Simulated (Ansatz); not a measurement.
**PbF2 (Fluorocronite): a relaxation**

Wanted: a converged relaxation for PbF2 (Fluorocronite), and a check of what comes out. The structure is shown as the input types it.

The COD entry's cell or inner coordinates are ideal or old and differ from later refinements, so a difference from it is no clean test against experiment.

Program: Ansatz 0.2.0. Level of theory: DFT, PBE, PAW with Ansatz's default frozen-core files, scalar-relativistic. These are calculated values, not measurements.

### Step 1. Starting point

It takes space group Fm-3m (No. 225, cubic). The conventional cell has a = 5.927 Å, b = 5.927 Å, c = 5.927 Å, α = 90.00°, β = 90.00°, γ = 90.00°. Pb (site symmetry m-3m) has 8 F at 2.57 Å as nearest neighbours. F (site symmetry -43m) is surrounded by 4 Pb at 2.57 Å.

Coordinates:

```cif
data_structure
_symmetry_space_group_name_H-M 'Fm-3m'
_symmetry_Int_Tables_number 225
_cell_length_a 5.9273
_cell_length_b 5.9273
_cell_length_c 5.9273
_cell_angle_alpha 90.000
_cell_angle_beta 90.000
_cell_angle_gamma 90.000
_cell_volume 208.25
loop_
_atom_site_label
_atom_site_type_symbol
_atom_site_symmetry_multiplicity
_atom_site_Wyckoff_symbol
_atom_site_fract_x
_atom_site_fract_y
_atom_site_fract_z
_atom_site_occupancy
Pb1 Pb 4 a 0.00000 0.00000 0.00000 1
F1 F 8 c 0.25000 0.75000 0.75000 1
```

### Step 2. The calculation

input.yaml

```yaml
crystal:
  lattice:
    - [0.0, 2.96366, 2.96366]
    - [2.96366, 0.0, 2.96366]
    - [2.96366, 2.96366, 0.0]
  atoms:
    - { symbol: Pb, position: [0.0, 0.0, 0.0] }
    - { symbol: F, position: [0.25, 0.25, 0.25] }
    - { symbol: F, position: [0.75, 0.75, 0.75] }
kpoints:
  mp_grid: { grid: [8, 8, 8] }
scf:
  occupations: { method: fermi_dirac, width: 1.0 }
  max_iter: 60
hamiltonian:
  xc: pbe
  pseudopotentials: { kind: paw }
output:
  forces: true
  stress: true
relax:
  f_tol: 0.01
  max_steps: 30
```

Command:

```console
$ ansatz run input.yaml --threads 1 --pin off --max-ram 3072MiB --backend cpu --events-out ev --progress --plain --runs-dir out
```

**Question.** How will this run end, and is anything wrong with its input?

The program finished normally, with warnings (stress scf threshold loose). Its log warns: «output.stress: scf.convergence.dr2_threshold = 1e-7 eV (the SCF's general default) is looser than the 3e-10 eV advised for a printed stress (1e-10 eV for each atom of the ...»

The suspect setting: scf.occupations.width is 1.0. The width is far wider than usual, so occupations near the Fermi level are blurred and the entropy term grows. A Fermi-Dirac width of 1 eV is an electron temperature of 11600 K.

To check: set scf.occupations.width to 0.03.
